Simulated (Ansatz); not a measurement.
## CoSn2: equation of state with PBEsol

Crystal: CoSn2.

```
CELL_PARAMETERS angstrom
-3.18250 3.18250 2.72850
3.18250 -3.18250 2.72850
3.18250 3.18250 -2.72850
ATOMIC_POSITIONS crystal
Sn 0.84200 0.65800 0.50000
Sn 0.34200 0.84200 0.18400
Sn 0.15800 0.34200 0.50000
Sn 0.65800 0.15800 0.81600
Co 0.75000 0.75000 0.00000
Co 0.25000 0.25000 0.00000
```

```
Program             : Ansatz 0.2.0
Task                : equation of state
Functional          : PBEsol
Potentials or basis : all-electron LAPW, scalar-relativistic
Basis error allowed : 0.001 eV/atom
k mesh              : 7 × 7 × 7
Occupations         : fermi-dirac, width 0.05 eV
Spin                : collinear spin, ferromagnetic start
Starting moments    : [0.0, 0.0, 0.0, 0.0, 2.0, 2.0] μB
```

| Quantity | Value |
| --- | --- |
| Equilibrium volume | 17.74 Å³/atom |
| Bulk modulus at fixed shape and positions | 119 GPa |
| Pressure derivative of the bulk modulus | 5.0 |

Energy against volume, from the lowest point:
| volume (Å³/atom) | energy (meV/atom) |
| --- | --- |
| 17.318 | 3.86 |
| 17.686 | 0.00 |
| 18.055 | 1.94 |
| 18.423 | 9.01 |
| 18.792 | 20.60 |
| 19.160 | 36.18 |
| 19.529 | 55.26 |

All runs of the series together: 8.3 min on 4 threads of Arm Neoverse V1, on a shared host.

Caveat: the cell was scaled at fixed shape and fractional positions, which overstates the stiffness of a crystal with free parameters, most of all of layers and chains; the starting moments weren't kept.
